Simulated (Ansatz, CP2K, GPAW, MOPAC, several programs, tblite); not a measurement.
## AgCl (CsCl type) from semi-empirical methods to plane-wave DFT

AgCl, CsCl type, relaxed with r2SCAN in Ansatz, was computed with several methods. It is cubic, Pm-3m (No. 221); a = 3.396 Å in the conventional setting, 19.58 Å³ an atom. Around Ag lie 8 Cl at 2.94 Å; around Cl lie 8 Ag at 2.94 Å. Values at 0 K without nuclear motion; spin polarisation is off, and the phase may be a hypothetical one.

Space group Pm-3m (No. 221). a = 3.396 Å, b = 3.396 Å, c = 3.396 Å, α = 90.00°, β = 90.00°, γ = 90.00°

| atom | site | symmetry | x | y | z |
| --- | --- | --- | --- | --- | --- |
| Ag | 1a | m-3m | 0.0000 | 0.0000 | 0.0000 |
| Cl | 1b | m-3m | 0.5000 | 0.5000 | 0.5000 |

Gaps and times are for a single point on this cell; volume and bulk modulus come from each method's own relaxation or energy curve at fixed shape. Times are rough, from shared hosts (Intel Xeon Platinum 8488C), and each method has its own mesh and cell size. PM6 (MOPAC): levels, charges or heat of formation failed a check of plausibility, so no values are given. PM6 (MOPAC), PM7 (MOPAC), GFN1-xTB (tblite), GFN2-xTB (tblite) treat a cluster of cells at its zone centre, which samples few k points: where these miss a band edge, the gap comes out too large for that reason alone. Gaps from k meshes are read at a limited set of points (mesh, symmetry points, PBE's band edges), so each method's own least gap may be somewhat smaller. xTB and the PM methods were fitted mostly to molecules, and can miss a solid's gap by electronvolts. Minimal bases can be far off for gaps. GLLB-SC's gap includes the derivative discontinuity. d marks a direct gap, i an indirect one (no mark: not told apart), a dash a value that wasn't computed or didn't pass its checks.

```csv
method,kind,gap (eV),own volume (Å³/atom),bulk modulus (GPa),atoms computed,processor time
light PBE (260 eV and a coarse mesh),light plane-wave,0.63 i,–,–,2,0.51 s
PBE,semilocal,0.58 i,20.19,47,2,1.2 s
r2SCAN,semilocal,1.23 i,19.58,57,2,2.9 s
GFN1-xTB (tblite),tight binding,1.64,19.11,76,54,3.7 s
GFN2-xTB (tblite),tight binding,1.50,18.22,73,54,5.7 s
PBE/SZV (CP2K),small basis,0.63 i,–,–,2,5.8 s
GLLB-SC (GPAW),model potential,1.70,–,–,2,6.7 s
PM7 (MOPAC),semi-empirical,2.82,–,–,54,9.2 s
PM6 (MOPAC),semi-empirical,–,–,–,54,15 s
PBE/DZVP (CP2K),small basis,0.58 i,20.37,47,2,16 s
PBE/single zeta (GPAW),small basis,0.61 i,–,–,2,16 s
```

Against r2SCAN (1.23 eV) and with closed or daggered gaps left aside, the nearest gap at the points sampled is that of GFN2-xTB (tblite) (+0.27 eV) and the farthest that of PM7 (MOPAC) (+1.59 eV). r2SCAN is only a yardstick of convenience: semilocal gaps usually lie below measured ones, which GLLB-SC and hybrids aim to mend.

Volumes against r2SCAN's: PBE +3.1 %, GFN1-xTB (tblite) -2.4 %, GFN2-xTB (tblite) -6.9 %, PBE/DZVP (CP2K) +4.1 %.

The runs are scalar-relativistic, without spin-orbit coupling.
